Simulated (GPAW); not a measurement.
# V (P-1) in GPAW: single point with LDA

Aim: the single point of V with LDA.

Program: GPAW 26.7.0. These are calculated values, not measurements. Logs are shortened: lines on timing, memory, paths and dates and some standing lists are left out, and cuts for length are marked. The log counts tension as positive stress, the text compression.

## Step 1: The cell of the first run

The typed cell holds 1 atom: a = 2.764 Å, b = 2.587 Å, c = 2.694 Å, α = 57.81°, β = 58.52°, γ = 63.76°.

This isn't the form of V at room conditions, which is bcc.

## Step 2: Single point, LDA, collinear spin, ferromagnetic start (cell sheared at random, sigma 0.06, atoms nudged by 0.01 Å)

run.py reads:

```python
from ase import Atoms
from ase.dft.bandgap import bandgap
from ase.io import write
from ase.units import GPa
from gpaw import GPAW, PW

atoms = Atoms(['V'],
              cell=[[-0.07564863, 2.04812515, 1.85486184],
                    [1.90212924, 0.02633807, 1.75287514],
                    [1.8823854, 1.92639461, 0.04608192]],
              scaled_positions=[[0.0, 0.0, 0.0]],
              pbc=True)
atoms.set_initial_magnetic_moments([3.0])

calc = GPAW(mode=PW(400),
            xc='LDA',
            kpts={'size': (9, 10, 10), 'gamma': True},
            occupations={'name': 'fermi-dirac', 'width': 0.05},
            nbands=15,
            maxiter=120,
            txt='gpaw.txt')
atoms.calc = calc
energy = atoms.get_potential_energy()
forces = atoms.get_forces()
stress = atoms.get_stress()
calc.write('gs.gpw')
write('result.traj', atoms)
print(f'Energy: {energy:.6f} eV')
print('Forces (eV/A):')
print(forces.round(4))
print('Stress (GPa):', (stress / GPa).round(3))
print('Moments:', calc.get_magnetic_moments().round(3))
print('Fermi level:', round(calc.get_fermi_level(), 4), 'eV')
print(f'Gap: {bandgap(calc)[0]:.4f} eV, direct: {bandgap(calc, direct=True)[0]:.4f} eV')
```

Potentials or basis: the program's PAW data sets (release 1.2.1) made for this functional, pw.

Run with:

```console
$ OMP_NUM_THREADS=1 python run.py
```

gpaw.txt:

```text
__  _  _
 | _ |_)|_||  |
 |__||  | ||/\| - 26.7.0

Input parameters:
  mode=PW(ecut=400.0),
  kpts=MonkhorstPack(size=(9, 10, 10), gamma=True),
  maxiter=120,
  nbands=15,
  occupations=Occupations(name='fermi-dirac', width=0.05),
  xc=XC(name='LDA')

Diagonalizing LCAO Hamiltonian
Converting LCAO to pw mode

       V

Atoms  # Å, Bohr magnetons
|   | symbol |        x |        y |        z |    initial magnetic moments |
|---|--------|----------|----------|----------|-----------------------------|
| 0 |      V | 0.000000 | 0.000000 | 0.000000 | ( 0.0000,  0.0000,  3.0000) |

Unit cell  # Å
| periodic |         x |        y |        z |  lengths |    angles |
|----------|-----------|----------|----------|----------|-----------|
|      yes | -0.075649 | 2.048125 | 1.854862 | 2.764245 | 57.811030 |
|      yes |  1.902129 | 0.026338 | 1.752875 | 2.586766 | 58.518980 |
|      yes |  1.882385 | 1.926395 | 0.046082 | 2.693788 | 63.760495 |

Number of symmetries: 2
Symmetry operations  # r_c * U_cc + t_c -> r_c
|   | kind |            matrix            |
|---|------|------------------------------|
| 0 |  E   |  1, 0, 0,  0, 1, 0,  0, 0, 1 |
| 1 |  i   | -1, 0, 0,  0,-1, 0,  0, 0,-1 |

BZ-sampling:
  Number of BZ points: 900
  Number of IBZ points: 452

  Monkhorst-Pack size: [9, 10, 10]
  Monkhorst-Pack shift: [0.0, 0.05, 0.05]

K-points  # in reciprocal-cell coordinates
|     |                                coordinates |     weight |
|-----|--------------------------------------------|------------|
|   0 | (  0.00000000,   0.00000000,   0.00000000) | 0.00111111 |
|   1 | (  0.00000000,   0.00000000,   0.10000000) | 0.00222222 |
|   2 | (  0.00000000,   0.00000000,   0.20000000) | 0.00222222 |
|   3 | (  0.00000000,   0.00000000,   0.30000000) | 0.00222222 |
|   4 | (  0.00000000,   0.00000000,   0.40000000) | 0.00222222 |
|   5 | (  0.00000000,   0.00000000,   0.50000000) | 0.00111111 |
|   6 | (  0.00000000,   0.10000000,  -0.40000000) | 0.00222222 |
|   7 | (  0.00000000,   0.10000000,  -0.30000000) | 0.00222222 |
|   8 | (  0.00000000,   0.10000000,  -0.20000000) | 0.00222222 |
|   9 | (  0.00000000,   0.10000000,  -0.10000000) | 0.00222222 |
| ... |                                            |            |
| 451 | (  0.44444444,   0.50000000,   0.50000000) | 0.00222222 |

Plane wave coefficients: 255
Cutoff: 400.0 eV

Spin-components: 2 (collinear spins)
Bands:           15
Projectors:      6
Spin-degeneracy: 1
Datatype:        complex128

Parallelization:
  kpt:    1
  domain: 1
  band:   1

Density:
  Valence electrons: 13.0
  Components: 2
  Grid points: [14 12 14]
  Charge: 0.0  # |e|

Potential:
  Grid points: [14 12 14]

species:
  V:
    name:    Vanadium
    Z:       23.0
    valence: 13
    core:    10
    charge:  0.0  # [|e|]
    compensation charges:
      type: gauss
      rc: 0.37  # [Å]
      lmax: 2
    cutoffs:
      filter: 2.14  # [Å]
      core: 0.96  # [Å]
    projectors
    | kind |    occ | energy [eV] | rcut [Å] |
    |------|--------|-------------|----------|
    |   3s |  2.000 |     -69.819 |    1.254 |
    |   4s |  2.000 |      -4.846 |    1.254 |
    |   3p |  6.000 |     -43.961 |    1.281 |
    |   4p |  0.000 |      -1.526 |    1.281 |
    |   3d |  3.000 |      -5.381 |    1.169 |
    |    d |        |      21.830 |    1.169 |

    Using partial waves for V as LCAO basis

Reference energy: -25767.601835  # eV

eigensolver:
  PPCG
  Converge bands: occupied
  niter=2

density mixing:
  MSR1-Mixer
  Pratt-step length: 0.05
  Maximum mixing coefficient: 0.75
  Old densities: 10
  SVD Regularization: 0.005
  Good broyden scale: 1.0
  Trust region scale: 1.0
  Backstep threshold: 4.0
  History deletion threshold: 6.0
  Fourier metric: weight=20.0, sigma=0.015

occupation numbers:
  Fermi-Dirac:
    width: 0.0500  # eV

poisson solver:
  ecut: 3200.0  # eV

xc functional:
  name: None

convergence criteria:
- Maximum [total energy] change in last 3 cyles: 0.0005 eV / valence electron
- Maximum integral of absolute [dens]ity change: 0.0001 electrons / valence electron
- Maximum integral of absolute [eigenst]ate change: 4e-08 eV^2 / valence electron
maximum number of iterations: 120

SCF iterations
|iter     | |      energy | eigst |  dens |  magmom |
|---------|-|-------------|-------|-------|---------|
|iter:   1| |   -8.706718 | +0.14 |       |  +3.0097|
|iter:   2| |   -8.694439 | -2.79 | -0.75 |  +2.9265|
|iter:   3| |   -9.067316 | -2.25 | -0.78 |  +1.6859|
|iter:   4| |   -9.256150 | -3.41 | -1.15 |  +0.7953|
|iter:   5| |   -9.293805 | -3.82 | -1.50 |  +0.2851|
|iter:   6| |   -9.302864 | -4.02 | -1.96 |  -0.0103|
|iter:   7| |   -9.303106 | -5.13 | -2.49 |  +0.0096|
|iter:   8| |   -9.303136c| -6.13 | -3.16 |  +0.0054|
|iter:   9| |   -9.303142c| -6.85 | -3.65 |  +0.0008|
|iter:  10| |   -9.303143c| -7.87c| -4.21c|  +0.0002|

Converged in 10 steps
Energy contributions relative to reference atoms: (reference = -25767.601835)

Energy contributions:
  Kinetic:          -3.252548
  Coulomb:           2.619424
  Zero:              0.126557
  External:          0.000000
  Xc:               -8.790333
  Entropy:          -0.012486
  Spinorbit:         0.000000
  ----------------------------
  Free energy:      -9.309386
  Extrapolated:     -9.303143

dipole moment: (-9.034352, -9.745609, -8.900263)  # |e|*Ang

Total magnetic moment: (0.000000, 0.000000, 0.000201)

Local magnetic moments
|        x |        y |        z |
|----------|----------|----------|
| 0.000000 | 0.000000 | 0.000177 |  # V    0

Fermi level: 9.340
Eigenvalues  # (at kpt = [0.000, 0.000, 0.000])
| band index |      eig [eV] | occ [0-1] |      eig [eV] | occ [0-1] |
|------------|---------------|-----------|---------------|-----------|
|          0 |       -53.987 |     1.000 |       -53.986 |     1.000 |
|          1 |       -27.743 |     1.000 |       -27.743 |     1.000 |
|          2 |       -27.604 |     1.000 |       -27.604 |     1.000 |
|          3 |       -27.521 |     1.000 |       -27.521 |     1.000 |
|          4 |         2.616 |     1.000 |         2.616 |     1.000 |
|          5 |         8.931 |     1.000 |         8.931 |     1.000 |
|          6 |         9.524 |     0.025 |         9.524 |     0.024 |
|          7 |        10.301 |     0.000 |        10.301 |     0.000 |
|          8 |        10.990 |     0.000 |        10.991 |     0.000 |
|          9 |        11.788 |     0.000 |        11.788 |     0.000 |
|         10 |        27.350 |     0.000 |        27.350 |     0.000 |
|         11 |        30.936 |     0.000 |        30.936 |     0.000 |
|         12 |        32.815 |     0.000 |        32.815 |     0.000 |
|         13 |        35.143 |     0.000 |        35.143 |     0.000 |
|         14 |        35.678 |     0.000 |        35.678 |     0.000 |

No gap
No difference between direct/indirect transitions

Forces  # eV/Ang
|       x |       y |       z |
|---------|---------|---------|
| 0.00000 | 0.00000 | 0.00000 |  # V    0

Stress tensor  # eV/Ang^3
|         x |         y |         z |
|-----------|-----------|-----------|
|  0.040073 | -0.004947 | -0.001354 |
| -0.004947 |  0.017404 |  0.006476 |
| -0.001354 |  0.006476 |  0.132656 |

# Writing to gs.gpw (mode='')
```

Wall time 71 s (1 thread of Arm Neoverse V2, shared host); peak memory 0.2 GiB.

The run converged, but some of its settings lie outside the range that counts as converged, so its numbers aren't taken as properties of the crystal.

Results:

```
Free energy            : -9.3094 eV
Pressure               : -10.2 GPa
Band gap on the k mesh : none (metal or under the smearing width)
Net moment             : 0.00 μB per cell
```

Caveat: the cutoff is short for stress and forces, so pressures can be off by a GPa or more.
